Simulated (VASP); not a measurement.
# BaO (Fm-3m) in VASP: notebook

The runs below take BaO through relaxation of cell and atoms, with PBEsol, LDA, PBE, PBE+D3(BJ).

Program: VASP 6.6.1. These are calculated values, not measurements. Logs are shortened: lines on timing, memory, paths and dates and some standing lists are left out, and cuts for length are marked.

### 1 The structure

It takes space group Fm-3m (No. 225, cubic). Conventional cell: a = 5.581 Å, b = 5.581 Å, c = 5.581 Å, α = 90.00°, β = 90.00°, γ = 90.00°. Ba (site symmetry m-3m) is surrounded by 6 O at 2.79 Å. Around O (site symmetry m-3m) lie 6 Ba at 2.79 Å.

The cell is a database's computed one.

### 2 Relaxation of cell and atoms, PBEsol

Input file INCAR:

```
SYSTEM = BaO
ALGO = Normal ; EDIFF = 1E-7
EDIFFG = -0.005 ; ENCUT = 600
GGA = PS ; IBRION = 2
ISIF = 3 ; ISMEAR = 0
LASPH = .True. ; LCHARG = .False.
LREAL = .False. ; LWAVE = .False.
NELM = 100 ; NSW = 90
PREC = Accurate ; SIGMA = 0.02
```

Input file KPOINTS:

```
k-points
0
Gamma
  8 8 8
  0 0 0
```

Input file POSCAR:

```
BaO
1.0
    0.0000000000      2.7903917100      2.7903917100
    2.7903917100      0.0000000000      2.7903917100
    2.7903917100      2.7903917100      0.0000000000
Ba O
1 1
Direct
    0.0000000000      0.0000000000      0.0000000000
    0.5000000000      0.5000000000      0.5000000000
```

Potentials or basis: VASP PAW PBE potentials, release 64 (Ba_sv, O).

On the command line:

```
> cat potpaw_PBE.64/Ba_sv/POTCAR potpaw_PBE.64/O/POTCAR > POTCAR
> mpirun -np 1 vasp_std > vasp.out
```

OUTCAR:

```text
SYSTEM = BaO
   EDIFF = 1E-7
   EDIFFG = -0.005
   ENCUT = 600
   GGA = PS
   IBRION = 2
   ISIF = 3
   ISMEAR = 0
   LASPH = .True.
   LREAL = .False.
   NELM = 100
   NSW = 90
   PREC = Accurate

 ion  position               nearest neighbor table
   1  0.000  0.000  0.000-   2 2.79   2 2.79   2 2.79   2 2.79   2 2.79   2 2.79
   2  0.500  0.500  0.500-   1 2.79   1 2.79   1 2.79   1 2.79   1 2.79   1 2.79

  LATTYP: Found a face centered cubic cell.
 ALAT       =     5.5807834200

  Lattice vectors:

 A1 = (   0.0000000000,   2.7903917100,   2.7903917100)
 A2 = (   2.7903917100,   0.0000000000,   2.7903917100)
 A3 = (   2.7903917100,   2.7903917100,   0.0000000000)

Analysis of symmetry for initial positions (statically):
=====================================================================
 Subroutine PRICEL returns:
 Original cell was already a primitive cell.

 Routine SETGRP: Setting up the symmetry group for a
 face centered cubic supercell.

 Subroutine GETGRP returns: Found 48 space group operations
 (whereof 48 operations were pure point group operations)
 out of a pool of 48 trial point group operations.

The static configuration has the point symmetry O_h .

Analysis of symmetry for dynamics (positions and initial velocities):
=====================================================================
 Subroutine PRICEL returns:
 Original cell was already a primitive cell.

 Routine SETGRP: Setting up the symmetry group for a
 face centered cubic supercell.

 Subroutine GETGRP returns: Found 48 space group operations
 (whereof 48 operations were pure point group operations)
 out of a pool of 48 trial point group operations.

The dynamic configuration has the point symmetry O_h .

 Subroutine INISYM returns: Found 48 space group operations
 (whereof 48 operations are pure point group operations),
 and found     1 'primitive' translations

----------------------------------------------------------------------------------------

                                     Primitive cell

  volume of cell :      43.4536

  direct lattice vectors                    reciprocal lattice vectors
     0.000000000  2.790391710  2.790391710    -0.179186312  0.179186312  0.179186312
     2.790391710  0.000000000  2.790391710     0.179186312 -0.179186312  0.179186312
     2.790391710  2.790391710  0.000000000     0.179186312  0.179186312 -0.179186312

  length of vectors
     3.946209801  3.946209801  3.946209801     0.310359797  0.310359797  0.310359797

  position of ions in fractional coordinates (direct lattice)
     0.000000000  0.000000000  0.000000000
     0.500000000  0.500000000  0.500000000

  ion indices of the primitive-cell ions
   primitive index   ion index
                 1           1
                 2           2

----------------------------------------------------------------------------------------

 KPOINTS: k-points

Automatic generation of k-mesh.
 Grid dimensions read from file:
 generate k-points for:    8    8    8

 Generating k-lattice:

  Cartesian coordinates                     Fractional coordinates (reciprocal lattice)
    -0.022398289  0.022398289  0.022398289     0.125000000  0.000000000  0.000000000
     0.022398289 -0.022398289  0.022398289     0.000000000  0.125000000  0.000000000
     0.022398289  0.022398289 -0.022398289     0.000000000  0.000000000  0.125000000

  Length of vectors
     0.038794975  0.038794975  0.038794975

  Shift w.r.t. Gamma in fractional coordinates (k-lattice)
     0.000000000  0.000000000  0.000000000

 Subroutine IBZKPT returns following result:
 ===========================================

 Found     29 irreducible k-points:

 Following reciprocal coordinates:
            Coordinates               Weight
  0.000000  0.000000  0.000000      1.000000
  0.125000  0.000000  0.000000      8.000000
  0.250000  0.000000  0.000000      8.000000
  0.375000  0.000000  0.000000      8.000000
  0.500000  0.000000  0.000000      4.000000
  0.125000  0.125000  0.000000      6.000000
[... 16 lines left out ...]
  0.500000  0.250000  0.125000     48.000000
 -0.375000  0.250000  0.125000     24.000000
 [... further k-points ...]
   k-points           NKPTS =     29   k-points in BZ     NKDIM =     29   number of bands    NBANDS=     12
   number of dos      NEDOS =    301   number of ions     NIONS =      2
   total plane-waves  NPLWV =  32768
   dimension x,y,z NGX =    32 NGY =   32 NGZ =   32
   dimension x,y,z NGXF=    64 NGYF=   64 NGZF=   64
   ions per type =               1   1
   NGX,Y,Z   is equivalent  to a cutoff of  13.48, 13.48, 13.48 a.u.
   NGXF,Y,Z  is equivalent  to a cutoff of  26.96, 26.96, 26.96 a.u.
 SYSTEM =  BaO
   PREC   = accura    normal or accurate (medium, high low for compatibility)
   ISTART =      0    job   : 0-new  1-cont  2-samecut
   ICHARG =      2    charge: 1-file 2-atom 10-const
   ISPIN  =      1    spin polarized calculation?
   LNONCOLLINEAR =      F non collinear calculations
[... 61 lines left out ...]
  -------------------------------------------------------------------------------------
  Total       -0.5168252     -0.5168252     -0.5168252      0.0000000     -0.0000000      0.0000000
  in kB      -19.0558687    -19.0558687    -19.0558687      0.0000000     -0.0000000      0.0000000
  external PRESSURE =     -19.0558687 kB  Pullay stress =       0.0000000 kB

 VOLUME and BASIS-vectors are now :
 -----------------------------------------------------------------------------
  energy-cutoff  :      600.00
  volume of cell :       43.45
      direct lattice vectors                 reciprocal lattice vectors
     0.000000000  2.790391710  2.790391710    -0.179186312  0.179186312  0.179186312
     2.790391710  0.000000000  2.790391710     0.179186312 -0.179186312  0.179186312
     2.790391710  2.790391710  0.000000000     0.179186312  0.179186312 -0.179186312
[... 37 lines left out ...]
 POSITION                                       TOTAL-FORCE (eV/Angst)
 -----------------------------------------------------------------------------------
      2.75561     -0.00000      2.75561        -0.000000      0.000000      0.000000
      2.75561      2.75561      2.75561         0.000000     -0.000000     -0.000000
 -----------------------------------------------------------------------------------
    total drift:                                0.000000     -0.000000      0.000000

  FREE ENERGIE OF THE ION-ELECTRON SYSTEM (eV)
  ---------------------------------------------------
  free  energy   TOTEN  =       -12.4008537002 eV

  energy  without entropy=      -12.4008537002  energy(sigma->0) =      -12.40085370

--------------------------------------- Ionic step        3  -------------------------------------------

 number of electron      15.9999999 magnetization

 Free energy of the ion-electron system (eV)
  ---------------------------------------------------
  ext. energy  EPLUGINS =         0.00000000
  ---------------------------------------------------
  free energy    TOTEN  =       -12.40211554 eV

  energy without entropy =      -12.40211554  energy(sigma->0) =      -12.40211554

 E-fermi :   1.8476     XC(G=0):  -9.8728

 val. band max:        1.7322421661   @ k =   0.5000   0.5000   0.0000
 cond. band min:       3.5879713365   @ k =   0.5000   0.5000   0.0000
 fundamental gap:      1.8557291704
 Fermi energy:         1.8476495852

 k-point     1 :       0.0000    0.0000    0.0000
  band No.  band energies     occupation
      1     -24.1084      2.00000
      2     -13.2079      2.00000
      3      -8.5899      2.00000
      4      -8.5899      2.00000
      5      -8.5899      2.00000
      6       1.3690      2.00000
      7       1.3690      2.00000
      8       1.3690      2.00000
      9       5.1160      0.00000
     10       6.3645      0.00000
     11       6.3645      0.00000
     12       6.3645      0.00000

 k-point     2 :       0.1250    0.0000    0.0000
  band No.  band energies     occupation
      1     -24.0710      2.00000
      2     -13.3179      2.00000
      3      -8.6270      2.00000
      4      -8.6087      2.00000
      5      -8.6087      2.00000
      6       1.0173      2.00000
      7       1.1642      2.00000
      8       1.1642      2.00000
      9       5.7686      0.00000
     10       6.2323      0.00000
     11       6.6589      0.00000
     12       6.6589      0.00000
[... 316 lines left out ...]
 k-point    24 :      -0.3750    0.2500    0.1250
  band No.  band energies     occupation
      1     -23.8035      2.00000
      2     -13.7905      2.00000
      3      -9.2379      2.00000
      4      -9.2365      2.00000
      5      -8.7028      2.00000
      6       0.1425      2.00000
      7       0.7735      2.00000
      8       0.8431      2.00000
      9       6.5112      0.00000
     10       7.1180      0.00000
     11       9.5686      0.00000
     12       9.6026      0.00000

 [... further k-points ...]

------------------------ aborting loop because EDIFF is reached ----------------------------------------

  FORCE on cell =-STRESS in cart. coord.  units (eV):
  Direction    XX          YY          ZZ          XY          YZ          ZX
  --------------------------------------------------------------------------------------
  -------------------------------------------------------------------------------------
  Total        0.0001790      0.0001790      0.0001790      0.0000000      0.0000000     -0.0000000
  in kB        0.0067782      0.0067782      0.0067782      0.0000000      0.0000000     -0.0000000
  external PRESSURE =       0.0067782 kB  Pullay stress =       0.0000000 kB

 VOLUME and BASIS-vectors are now :
 -----------------------------------------------------------------------------
  energy-cutoff  :      600.00
  volume of cell :       42.32
      direct lattice vectors                 reciprocal lattice vectors
    -0.000000000  2.765826643  2.765826643    -0.180777780  0.180777780  0.180777780
     2.765826643 -0.000000000  2.765826643     0.180777780 -0.180777780  0.180777780
     2.765826643  2.765826643  0.000000000     0.180777780  0.180777780 -0.180777780

 POSITION                                       TOTAL-FORCE (eV/Angst)
 -----------------------------------------------------------------------------------
      0.00000      0.00000      0.00000        -0.000000      0.000000     -0.000000
      2.76583      2.76583      2.76583         0.000000     -0.000000      0.000000
 -----------------------------------------------------------------------------------
    total drift:                                0.000000     -0.000000      0.000000

  FREE ENERGIE OF THE ION-ELECTRON SYSTEM (eV)
  ---------------------------------------------------
  free  energy   TOTEN  =       -12.4021155419 eV

  energy  without entropy=      -12.4021155419  energy(sigma->0) =      -12.40211554

 reached required accuracy - stopping structural energy minimisation
```

It took 25 s on 1 thread of Intel Xeon Platinum 8559C (Emerald Rapids), shared host; peak memory 0.19 GiB.

What came out:

```
Free energy                            : -12.4021 eV
Relaxed volume                         : 21.16 Å³/atom
Relaxed cell                           : a = 3.911 Å, b = 3.911 Å, c = 3.911 Å, α = 60.00°, β = 60.00°, γ = 60.00°
Space group after relaxing (to 0.05 Å) : Fm-3m (No. 225)
Energy gained by relaxing              : 3.5 meV/atom
Ionic steps                            : 3
Pressure after relaxing                : 0.0 GPa
Band gap on the k mesh                 : 1.86 eV, direct
```

The path:
| step | energy change (eV) | largest force (eV/Å) | pressure (GPa) | volume (Å³) |
| --- | --- | --- | --- | --- |
| 1 | 0.0000 | 0.0000 | -1.91 | 43.45 |
| 2 | -0.0057 | 0.0000 | 0.88 | 41.85 |
| 3 | -0.0069 | 0.0000 | 0.00 | 42.32 |

Final structure:
```
Ba O
1.0
     0.00000    2.76583    2.76583
     2.76583    0.00000    2.76583
     2.76583    2.76583    0.00000
Ba O
1 1
Direct
  0.00000 0.00000 0.00000
  0.50000 0.50000 0.50000
```

Caveat: the PAW data sets were made with another functional, which shifts forces and pressure a little; spin-orbit coupling is left out, which moves the levels of the heavy elements. Expect the measured gap to be larger: semilocal functionals such as PBEsol lack the derivative discontinuity.

### 3 Relaxation of cell and atoms, LDA

Input file INCAR:

```
SYSTEM = BaO
ALGO = Normal ; EDIFF = 1E-7
EDIFFG = -0.005 ; ENCUT = 600
IBRION = 2 ; ISIF = 3
ISMEAR = 0 ; LASPH = .True.
LCHARG = .False. ; LREAL = .False.
LWAVE = .False. ; NELM = 100
NSW = 90 ; PREC = Accurate
SIGMA = 0.02
```

KPOINTS is that of step 2.

POSCAR is that of step 2.

Potentials or basis: VASP PAW LDA potentials, release 64 (Ba_sv, O).

On the command line:

```
> cat potpaw_LDA.64/Ba_sv/POTCAR potpaw_LDA.64/O/POTCAR > POTCAR
> mpirun -np 1 vasp_std > vasp.out
```

Run time: 21 s. Hardware: 1 thread of Intel Xeon Platinum 8559C (Emerald Rapids), shared host; peak memory 0.17 GiB.

It converged, with:

```
Free energy                            : -13.1150 eV
Relaxed volume                         : 20.55 Å³/atom
Relaxed cell                           : a = 3.873 Å, b = 3.873 Å, c = 3.873 Å, α = 60.00°, β = 60.00°, γ = 60.00°
Space group after relaxing (to 0.05 Å) : Fm-3m (No. 225)
Energy gained by relaxing              : 16.1 meV/atom
Ionic steps                            : 3
Pressure after relaxing                : 0.0 GPa
Band gap on the k mesh                 : 1.70 eV, direct
```

Step by step:
| step | energy change (eV) | largest force (eV/Å) | pressure (GPa) | volume (Å³) |
| --- | --- | --- | --- | --- |
| 1 | 0.0000 | 0.0000 | -4.15 | 43.45 |
| 2 | -0.0243 | 0.0000 | 2.41 | 40.01 |
| 3 | -0.0322 | 0.0000 | 0.00 | 41.09 |

Final structure:
```cif
data_structure
_symmetry_space_group_name_H-M 'P 1'
_symmetry_Int_Tables_number 1
_cell_length_a 3.8735
_cell_length_b 3.8735
_cell_length_c 3.8735
_cell_angle_alpha 60.000
_cell_angle_beta 60.000
_cell_angle_gamma 60.000
_cell_volume 41.09
loop_
_atom_site_label
_atom_site_type_symbol
_atom_site_fract_x
_atom_site_fract_y
_atom_site_fract_z
_atom_site_occupancy
Ba1 Ba 0.00000 0.00000 0.00000 1
O1 O 0.50000 0.50000 0.50000 1
```

Levels at points of the mesh, in eV from the valence-band top:
```tsv
k point	band 4	band 5	band 6	band 7	band 8	band 9	band 10	band 11	band 12
(0.00, 0.00, 0.00)	-10.21	-10.21	-0.46	-0.46	-0.46	3.46	4.57	4.57	4.57
(0.50, 0.00, 0.00)	-10.34	-10.34	-2.22	-1.68	-1.68	4.85	7.22	7.22	8.13
(0.50, 0.50, 0.00)	-10.88	-10.88	-0.22	-0.22	0.00	1.70	6.07	9.06	9.36
```

Caveat: spin-orbit coupling is left out, which moves the levels of the heavy elements. Expect the measured gap to be larger: semilocal functionals such as LDA lack the derivative discontinuity.

### 4 Relaxation of cell and atoms, PBE

Input file INCAR:

```
SYSTEM = BaO
ALGO = Normal ; EDIFF = 1E-7
EDIFFG = -0.005 ; ENCUT = 600
GGA = PE ; IBRION = 2
ISIF = 3 ; ISMEAR = 0
LASPH = .True. ; LCHARG = .False.
LREAL = .False. ; LWAVE = .False.
NELM = 100 ; NSW = 90
PREC = Accurate ; SIGMA = 0.02
```

KPOINTS is that of step 3.

POSCAR is that of step 3.

Potentials or basis: VASP PAW PBE potentials, release 64 (Ba_sv, O).

On the command line:

```
> cat potpaw_PBE.64/Ba_sv/POTCAR potpaw_PBE.64/O/POTCAR > POTCAR
> mpirun -np 1 vasp_std > vasp.out
```

Run time: 25 s. Hardware: 1 thread of Intel Xeon Platinum 8559C (Emerald Rapids), shared host; peak memory 0.18 GiB.

Results (log left out):

```yaml
Free_energy: -11.8109 eV
Relaxed_volume: 22.10 Å³/atom
Relaxed_cell: a = 3.969 Å, b = 3.969 Å, c = 3.969 Å, α = 60.00°, β = 60.00°, γ = 60.00°
Space_group_after_relaxing_to_0.05_Å: Fm-3m (No. 225)
Energy_gained_by_relaxing: 1.4 meV/atom
Ionic_steps: 3
Pressure_after_relaxing: 0.0 GPa
Band_gap_on_the_k_mesh: 2.10 eV, direct
```

The path:
| step | energy change (eV) | largest force (eV/Å) | pressure (GPa) | volume (Å³) |
| --- | --- | --- | --- | --- |
| 1 | 0.0000 | 0.0000 | 1.22 | 43.45 |
| 2 | -0.0024 | 0.0000 | -0.44 | 44.50 |
| 3 | -0.0028 | 0.0000 | 0.00 | 44.21 |

Final structure:
```
Ba O
1.0
     0.00000    2.80643    2.80643
     2.80643    0.00000    2.80643
     2.80643    2.80643    0.00000
Ba O
1 1
Direct
  0.00000 0.00000 0.00000
  0.50000 0.50000 0.50000
```

Levels at points of the mesh, in eV from the valence-band top:
```tsv
k point	band 5	band 6	band 7	band 8	band 9	band 10	band 11	band 12
(0.00, 0.00, 0.00)	-10.50	-0.24	-0.24	-0.24	3.38	4.70	4.70	4.70
(0.50, 0.00, 0.00)	-10.61	-1.84	-1.30	-1.30	4.88	7.04	7.04	7.97
(0.50, 0.50, 0.00)	-11.02	-0.10	-0.10	0.00	2.10	5.82	8.71	9.15
```

Caveat: spin-orbit coupling is left out, which moves the levels of the heavy elements. As with any semilocal functional, this PBE gap is likely too small.

### 5 Relaxation of cell and atoms, PBE+D3(BJ)

Input file INCAR:

```
SYSTEM = BaO
ALGO = Normal ; EDIFF = 1E-7
EDIFFG = -0.005 ; ENCUT = 600
GGA = PE ; IBRION = 2
ISIF = 3 ; ISMEAR = 0
IVDW = 12 ; LASPH = .True.
LCHARG = .False. ; LREAL = .False.
LWAVE = .False. ; NELM = 100
NSW = 90 ; PREC = Accurate
SIGMA = 0.02
```

KPOINTS is that of step 4.

POSCAR is that of step 4.

On the command line:

```
> cat potpaw_PBE.64/Ba_sv/POTCAR potpaw_PBE.64/O/POTCAR > POTCAR
> mpirun -np 1 vasp_std > vasp.out
```

Wall time 24 s (1 thread of Intel Xeon Platinum 8559C (Emerald Rapids), shared host); peak memory 0.19 GiB.

It converged, with:

| Property | Result |
| --- | --- |
| Free energy | -12.2513 eV |
| Relaxed volume | 21.59 Å³/atom |
| Relaxed cell | a = 3.938 Å, b = 3.938 Å, c = 3.938 Å, α = 60.00°, β = 60.00°, γ = 60.00° |
| Space group after relaxing (to 0.05 Å) | Fm-3m (No. 225) |
| Energy gained by relaxing | 0.2 meV/atom |
| Ionic steps | 3 |
| Pressure after relaxing | 0.0 GPa |
| Band gap on the k mesh | 2.03 eV, direct |
| Dispersion energy per atom | -0.223 eV |

The path:
| step | energy change (eV) | largest force (eV/Å) | pressure (GPa) | volume (Å³) |
| --- | --- | --- | --- | --- |
| 1 | 0.0000 | 0.0000 | -0.46 | 43.45 |
| 2 | -0.0003 | 0.0000 | 0.19 | 43.06 |
| 3 | -0.0004 | 0.0000 | 0.00 | 43.17 |

Final structure:
```xyz
2
Lattice="0.0000 2.7844 2.7844 2.7844 0.0000 2.7844 2.7844 2.7844 0.0000" Properties=species:S:1:pos:R:3 pbc="T T T"
Ba    0.0000    0.0000    0.0000
O     2.7844    2.7844    2.7844
```

Levels at points of the mesh, in eV from the valence-band top:
| k point | band 4 | band 5 | band 6 | band 7 | band 8 | band 9 | band 10 | band 11 | band 12 |
| --- | --- | --- | --- | --- | --- | --- | --- | --- | --- |
| (0.00, 0.00, 0.00) | -10.45 | -10.45 | -0.30 | -0.30 | -0.30 | 3.48 | 4.69 | 4.69 | 4.69 |
| (0.50, 0.00, 0.00) | -10.57 | -10.57 | -1.93 | -1.40 | -1.40 | 4.91 | 7.11 | 7.11 | 8.10 |
| (0.50, 0.50, 0.00) | -11.01 | -11.01 | -0.13 | -0.13 | 0.00 | 2.03 | 5.91 | 8.82 | 9.29 |

Caveat: spin-orbit coupling is left out, which moves the levels of the heavy elements. A k mesh can miss the band edges.

### 6 The runs side by side

```csv
level,potentials or basis,gap on the mesh (eV),pressure (GPa),relaxed volume (Å³/atom)
PBEsol,"VASP PAW PBE potentials, release 64 (Ba_sv, O)",1.86,0.0,21.16
LDA,"VASP PAW LDA potentials, release 64 (Ba_sv, O)",1.70,0.0,20.55
PBE,"VASP PAW PBE potentials, release 64 (Ba_sv, O)",2.10,0.0,22.10
PBE+D3(BJ),"VASP PAW PBE potentials, release 64 (Ba_sv, O)",2.03,0.0,21.59
```

Alike in all rows: task relaxation of cell and atoms; no spin polarisation; cell relaxed; k mesh 8 × 8 × 8; cutoff (eV) 600; smearing gaussian 0.02 eV.

Caveats: spin-orbit coupling is left out, which moves the levels of the heavy elements; the PAW data sets were made with another functional, which shifts forces and pressure a little (some runs).

Total energies depend on the potentials used, so only differences within one code and one set of settings carry meaning.
